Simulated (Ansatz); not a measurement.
**Sr (sc type): a single-point run**

The task is a single-point run on Sr (sc type).

Program: Ansatz 0.2.0. Level of theory: DFT, PBE, all-electron LAPW, scalar-relativistic. These are calculated values, not measurements.

1 further run of the same task is left out (set aside as unsound or not needed).

### Step 1. The starting structure

Symmetry: P4/mmm, No. 123, tetragonal system. Conventional cell: a = 3.909 Å, b = 3.909 Å, c = 3.734 Å, α = 90.00°, β = 90.00°, γ = 90.00°. Sr (site symmetry 4/mmm) has 6 Sr at 3.73 to 3.91 Å as nearest neighbours.

As a file:

```xyz
1
Lattice="3.9087 0.0000 0.0000 0.0000 3.9087 0.0000 0.0000 0.0000 3.7341" Properties=species:S:1:pos:R:3 pbc="T T T"
Sr    0.0000    0.0000    0.0000
```

### Step 2. The run

File input.yaml:

```yaml
crystal:
  lattice:
    - [3.9086584584, 0.0, 0.0]
    - [0.0, 3.9086584584, 0.0]
    - [0.0, 0.0, 3.7340946713]
  atoms:
    - { symbol: Sr, position: [0.0, 0.0, 0.0] }
kpoints:
  mp_grid: { grid: [1, 1, 1] }
scf:
  occupations: { method: fermi_dirac, width: 0.05 }
  max_iter: 80
hamiltonian:
  xc: pbe
  pseudopotentials: { kind: all_electron, lapw: { basis_error: 0.001 } }
output:
  forces: true
  stress: true
  eigenvalues: true
```

The run is started by

```bash
$ ansatz run input.yaml --threads 1 --pin off --max-ram 2048MiB --backend cpu --events-out ev --progress --plain --runs-dir out
```

What happens when this is run?

The run converged and reported no error. That alone doesn't make the input a sound one.

The suspect setting: kpoints.mp_grid.grid is [1, 1, 1]. The zone is sampled at a single point, which suits only large cells or molecules.

The test: set kpoints.mp_grid.grid to [13, 13, 13].
